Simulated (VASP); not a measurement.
# BAs (Pm-3m) in VASP: further runs, part 2 of 2

VASP 6.6.1. Earlier steps stand in the parts before.

### Step 3. Relaxation of cell and atoms, SCAN

Input file INCAR:

```
SYSTEM = BAs
  PREC = Accurate
  ENCUT = 600
  EDIFF = 1E-6
  ISMEAR = -1
  SIGMA = 0.05
  LREAL = .False.
  LASPH = .True.
  NELM = 100
  ALGO = Normal
  ISIF = 3
  LWAVE = .False.
  LCHARG = .False.
  METAGGA = SCAN
  LMIXTAU = .True.
  IBRION = 2
  NSW = 60
  EDIFFG = -0.01
```

Input file KPOINTS:

```
regular mesh
0
Gamma
  9 9 9
  0 0 0
```

Input file POSCAR:

```
BAs
1.0
    2.9343700000      0.0000000000      0.0000000000
    0.0000000000      2.9343700000      0.0000000000
    0.0000000000      0.0000000000      2.9343700000
B As
1 1
Direct
    0.5000000000      0.5000000000      0.5000000000
    0.0000000000      0.0000000000      0.0000000000
```

Potentials or basis: VASP PAW PBE potentials, release 64 (B, As).

Command:

```
cat potpaw_PBE.64/B/POTCAR potpaw_PBE.64/As/POTCAR > POTCAR
mpirun -np 1 vasp_std > vasp.out
```

OUTCAR:

```text
SYSTEM = BAs
   PREC = Accurate
   ENCUT = 600
   EDIFF = 1E-6
   ISMEAR = -1
   LREAL = .False.
   LASPH = .True.
   NELM = 100
   ISIF = 3
   METAGGA = SCAN
   IBRION = 2
   NSW = 60
   EDIFFG = -0.01

 ion  position               nearest neighbor table
   1  0.500  0.500  0.500-   2 2.54   2 2.54   2 2.54   2 2.54   2 2.54   2 2.54   2 2.54   2 2.54

   2  0.000  0.000  0.000-   1 2.54   1 2.54   1 2.54   1 2.54   1 2.54   1 2.54   1 2.54   1 2.54

  LATTYP: Found a simple cubic cell.
 ALAT       =     2.9343700000

  Lattice vectors:

 A1 = (   2.9343700000,   0.0000000000,   0.0000000000)
 A2 = (   0.0000000000,   2.9343700000,   0.0000000000)
 A3 = (   0.0000000000,   0.0000000000,   2.9343700000)

Analysis of symmetry for initial positions (statically):
=====================================================================
 Subroutine PRICEL returns:
 Original cell was already a primitive cell.

 Routine SETGRP: Setting up the symmetry group for a
 simple cubic supercell.

 Subroutine GETGRP returns: Found 48 space group operations
 (whereof 48 operations were pure point group operations)
 out of a pool of 48 trial point group operations.

The static configuration has the point symmetry O_h .

Analysis of symmetry for dynamics (positions and initial velocities):
[... 169 lines left out ...]
  Total       -0.3447979     -0.3447979     -0.3447979      0.0000000     -0.0000000      0.0000000
  in kB      -21.8640480    -21.8640480    -21.8640480      0.0000000     -0.0000000      0.0000000
  external PRESSURE =     -21.8640480 kB  Pullay stress =       0.0000000 kB
[... 59 lines left out ...]
--------------------------------------- Ionic step        3  -------------------------------------------

 number of electron       8.0000001 magnetization

 Free energy of the ion-electron system (eV)
  ---------------------------------------------------
  ext. energy  EPLUGINS =         0.00000000
  ---------------------------------------------------
  free energy    TOTEN  =       -24.50802109 eV

  energy without entropy =      -24.49996708  energy(sigma->0) =      -24.50399408

 E-fermi :   7.2000     XC(G=0): -12.2525

 val. band max:        7.1352116761   @ k =   0.3333   0.2222   0.1111
 cond. band min:       7.2725280826   @ k =   0.4444   0.1111   0.1111
 fundamental gap:      0.1373164065
 Fermi energy:         7.2000198970

 k-point     1 :       0.0000    0.0000    0.0000
  band No.  band energies     occupation
      1      -9.4113      2.00000
      2       6.4886      2.00000
      3       6.4886      2.00000
      4       6.4886      2.00000
      5       7.1056      1.73735
      6      12.9710      0.00000
      7      12.9710      0.00000
      8      17.3641      0.00000
[... 243 lines left out ...]
 k-point    24 :       0.4444    0.3333    0.1111
  band No.  band energies     occupation
      1      -4.4086      2.00000
      2      -1.0909      2.00000
      3       2.1945      2.00000
      4       4.5327      2.00000
      5       9.3874      0.00000
      6      10.8908      0.00000
      7      14.1004      0.00000
      8      14.5999      0.00000

 [... further k-points ...]
[... 5 lines left out ...]
  --------------------------------------------------------------------------------------
  -------------------------------------------------------------------------------------
  Total       -0.0003190     -0.0003190     -0.0003190     -0.0000000      0.0000000     -0.0000000
  in kB       -0.0206443     -0.0206443     -0.0206443     -0.0000000      0.0000000     -0.0000000
  external PRESSURE =      -0.0206443 kB  Pullay stress =       0.0000000 kB
[... 17 lines left out ...]
  FREE ENERGIE OF THE ION-ELECTRON SYSTEM (eV)
  ---------------------------------------------------
  free  energy   TOTEN  =       -24.5080210912 eV

  energy  without entropy=      -24.4999670770  energy(sigma->0) =      -24.50399408

 reached required accuracy - stopping structural energy minimisation
```

OSZICAR:

```text
N       E                     dE             d eps       ncg     rms          rms(c)
DAV:   1    -0.744225475345E+01   -0.74423E+01   -0.44806E+03   560   0.102E+03
DAV:   2    -0.255933600937E+02   -0.18151E+02   -0.17595E+02   904   0.104E+02
DAV:   3    -0.257546257209E+02   -0.16127E+00   -0.16097E+00   592   0.113E+01
[... 34 lines left out ...]
DAV:   4    -0.245080896757E+02   -0.50576E-04   -0.45932E-04   560   0.307E-01    0.113E-02
DAV:   5    -0.245080239037E+02    0.65772E-04   -0.16001E-04   560   0.186E-01    0.302E-03
DAV:   6    -0.245080239984E+02   -0.94708E-07   -0.15368E-05   608   0.496E-02    0.239E-03
DAV:   7    -0.245080212482E+02    0.27502E-05   -0.42664E-06   560   0.281E-02    0.162E-03
DAV:   8    -0.245080210912E+02    0.15708E-06   -0.54580E-07   280   0.910E-03
   3 F= -.24508021E+02 E0= -.24503994E+02  d E =-.351088E-02
```

CONTCAR:

```text
BAs
   1.00000000000000
     2.9143992764726541    0.0000000000000000    0.0000000000000000
     0.0000000000000000    2.9143992764726541    0.0000000000000000
    -0.0000000000000000   -0.0000000000000000    2.9143992764726541
  B               As
     1     1
Direct
     0.5000000000000000    0.5000000000000000    0.5000000000000000
     0.0000000000000000    0.0000000000000000    0.0000000000000000

  0.00000000E+00  0.00000000E+00  0.00000000E+00
  0.00000000E+00  0.00000000E+00  0.00000000E+00
```

Run time: 49 s. Hardware: 1 thread of Intel Xeon Platinum 8488C (Sapphire Rapids), shared host; peak memory 0.14 GiB.

What came out:

```
Free energy                            : -24.5080 eV
Relaxed volume                         : 12.38 Å³/atom
Relaxed cell                           : a = 2.914 Å, b = 2.914 Å, c = 2.914 Å, α = 90.00°, β = 90.00°, γ = 90.00°
Space group after relaxing (to 0.05 Å) : Pm-3m (No. 221)
Energy gained by relaxing              : 1.8 meV/atom
Ionic steps                            : 3
Pressure after relaxing                : 0.0 GPa
Band gap on the k mesh                 : none (metal or under the smearing width)
```

The path:
```
step  energy change (eV)  largest force (eV/Å)  pressure (GPa)  volume (Å³)
   1              0.0000                0.0000           -2.19        25.27
   2             -0.0033                0.0000            0.49        24.64
   3             -0.0035                0.0000            0.00        24.75
```

Final structure:
```yaml
crystal:
  lattice:
    - [2.91440, 0.00000, 0.00000]
    - [0.00000, 2.91440, 0.00000]
    - [0.00000, 0.00000, 2.91440]
  atoms:
    - { symbol: B, position: [0.50000, 0.50000, 0.50000] }
    - { symbol: As, position: [0.00000, 0.00000, 0.00000] }
```

Levels at points of the mesh, in eV from the Fermi level:
```tsv
k point	band 1	band 2	band 3	band 4	band 5	band 6	band 7	band 8
(0.00, 0.00, 0.00)	-16.61	-0.71	-0.71	-0.71	-0.09	5.77	5.77	10.16
```

Caveat: the PAW data sets were made with another functional, which shifts forces and pressure a little.

### Step 4. Relaxation of cell and atoms, optB88-vdW

Changes to INCAR since step 3:

```diff
@@ -9,3 +9,3 @@
   NELM = 100
-  ALGO = Normal
+  ALGO = Fast
   ISIF = 3
@@ -13,4 +13,7 @@
   LCHARG = .False.
-  METAGGA = SCAN
-  LMIXTAU = .True.
+  GGA = BO
+  LUSE_VDW = .True.
+  AGGAC = 0.0
+  PARAM1 = 0.1833333333
+  PARAM2 = 0.22
   IBRION = 2
```

KPOINTS is that of step 3.

POSCAR is that of step 3.

Potentials or basis: VASP PAW PBE potentials, release 64 (B, As).

Command:

```
cat potpaw_PBE.64/B/POTCAR potpaw_PBE.64/As/POTCAR > POTCAR
mpirun -np 1 vasp_std > vasp.out
```

OUTCAR:

```text
SYSTEM = BAs
   PREC = Accurate
   ENCUT = 600
   EDIFF = 1E-6
   ISMEAR = -1
   LREAL = .False.
   LASPH = .True.
   NELM = 100
   ISIF = 3
   GGA = BO
   IBRION = 2
   NSW = 60
   EDIFFG = -0.01

 ion  position               nearest neighbor table
   1  0.500  0.500  0.500-   2 2.54   2 2.54   2 2.54   2 2.54   2 2.54   2 2.54   2 2.54   2 2.54

   2  0.000  0.000  0.000-   1 2.54   1 2.54   1 2.54   1 2.54   1 2.54   1 2.54   1 2.54   1 2.54

  LATTYP: Found a simple cubic cell.
 ALAT       =     2.9343700000

  Lattice vectors:

 A1 = (   2.9343700000,   0.0000000000,   0.0000000000)
 A2 = (   0.0000000000,   2.9343700000,   0.0000000000)
 A3 = (   0.0000000000,   0.0000000000,   2.9343700000)

Analysis of symmetry for initial positions (statically):
=====================================================================
[... 259 lines left out ...]
  ---------------------------------------------------
  free energy    TOTEN  =        -5.92149770 eV

  energy without entropy =       -5.91135922  energy(sigma->0) =       -5.91642846

 E-fermi :   6.3881     XC(G=0): -11.0999

 val. band max:        6.3610544840   @ k =   0.3333   0.2222   0.1111
 cond. band min:       6.3999548634   @ k =   0.4444   0.4444   0.3333
 fundamental gap:      0.0389003794
 Fermi energy:         6.3880668806

 k-point     1 :       0.0000    0.0000    0.0000
  band No.  band energies     occupation
      1      -8.7143      2.00000
      2       5.7037      2.00000
      3       5.7058      2.00000
      4       5.7058      2.00000
      5       5.7058      2.00000
      6      12.5130      0.00000
      7      12.5130      0.00000
      8      15.1095      0.00000
[... 243 lines left out ...]
 k-point    24 :       0.4444    0.3333    0.1111
  band No.  band energies     occupation
      1      -4.4497      2.00000
      2      -0.9380      2.00000
      3       1.9480      2.00000
      4       4.0466      2.00000
      5       8.3237      0.00000
      6       9.6241      0.00000
      7      12.5117      0.00000
      8      12.8551      0.00000

 [... further k-points ...]
[... 5 lines left out ...]
  --------------------------------------------------------------------------------------
  -------------------------------------------------------------------------------------
  Total        0.0021487      0.0021487      0.0021487      0.0000000     -0.0000000      0.0000000
  in kB        0.1294193      0.1294193      0.1294193      0.0000000     -0.0000000      0.0000000
  external PRESSURE =       0.1294193 kB  Pullay stress =       0.0000000 kB
[... 21 lines left out ...]
  energy  without entropy=       -5.9113592163  energy(sigma->0) =       -5.91642846

Total vdW correction in eV:      0.6669804

 reached required accuracy - stopping structural energy minimisation
```

OSZICAR:

```text
N       E                     dE             d eps       ncg     rms          rms(c)
DAV:   1     0.117718013630E+02    0.11772E+02   -0.43490E+03   560   0.986E+02
DAV:   2    -0.586351814341E+01   -0.17635E+02   -0.17111E+02   928   0.101E+02
DAV:   3    -0.602351146748E+01   -0.15999E+00   -0.15960E+00   592   0.111E+01
[... 19 lines left out ...]
DAV:   1    -0.592191743306E+01   -0.78179E-03   -0.15262E-02   640   0.880E-01    0.987E-02
RMM:   2    -0.592159560468E+01    0.32183E-03   -0.27161E-04   561   0.140E-01    0.542E-02
RMM:   3    -0.592151044406E+01    0.85161E-04   -0.91530E-05   560   0.739E-02    0.205E-02
RMM:   4    -0.592149778318E+01    0.12661E-04   -0.22723E-05   557   0.382E-02    0.494E-03
RMM:   5    -0.592149770308E+01    0.80103E-07   -0.10521E-06   363   0.999E-03
   3 F= -.59214977E+01 E0= -.59164285E+01  d E =-.206836E-01
```

It took 33 s on 1 thread of Intel Xeon Platinum 8488C (Sapphire Rapids), shared host; peak memory 0.26 GiB.

What came out:

| Property | Result |
| --- | --- |
| Free energy | -5.9215 eV |
| Relaxed volume | 13.30 Å³/atom |
| Relaxed cell | a = 2.985 Å, b = 2.985 Å, c = 2.985 Å, α = 90.00°, β = 90.00°, γ = 90.00° |
| Space group after relaxing (to 0.05 Å) | Pm-3m (No. 221) |
| Energy gained by relaxing | 10.3 meV/atom |
| Ionic steps | 3 |
| Pressure after relaxing | 0.0 GPa |
| Band gap on the k mesh | none (metal or under the smearing width) |

The path:
```csv
step,energy change (eV),largest force (eV/Å),pressure (GPa),volume (Å³)
1,0.0000,0.0000,5.17,25.27
2,-0.0203,0.0000,-0.62,26.79
3,-0.0207,0.0000,0.01,26.60
```

Final structure:
```
CELL_PARAMETERS angstrom
2.98511 0.00000 0.00000
0.00000 2.98511 0.00000
0.00000 0.00000 2.98511
ATOMIC_POSITIONS crystal
B 0.50000 0.50000 0.50000
As 0.00000 0.00000 0.00000
```

Levels at points of the mesh, in eV from the Fermi level:
```
           k point  band 2  band 3  band 4  band 5  band 6  band 7
(0.00, 0.00, 0.00)   -0.68   -0.68   -0.68   -0.68    6.12    6.12
```

Caveat: the PAW data sets were made with another functional, which shifts forces and pressure a little.

### Step 5. The runs side by side

| level | gap on the mesh (eV) | pressure (GPa) | relaxed volume (Å³/atom) |
| --- | --- | --- | --- |
| r2SCAN | none | -0.1 | - |
| SCAN | none | 0.0 | 12.38 |
| optB88-vdW | none | 0.0 | 13.30 |

Alike in all rows: task relaxation of cell and atoms; potentials or basis VASP PAW PBE potentials, release 64 (B, As); no spin polarisation; cell relaxed; k mesh 9 × 9 × 9; cutoff (eV) 600; smearing fermi-dirac 0.05 eV.

Caveats: the PAW data sets were made with another functional, which shifts forces and pressure a little; the relaxation stopped at its first step, so nothing moved (some runs).

Absolute energies hang on the potentials; compare differences alone.
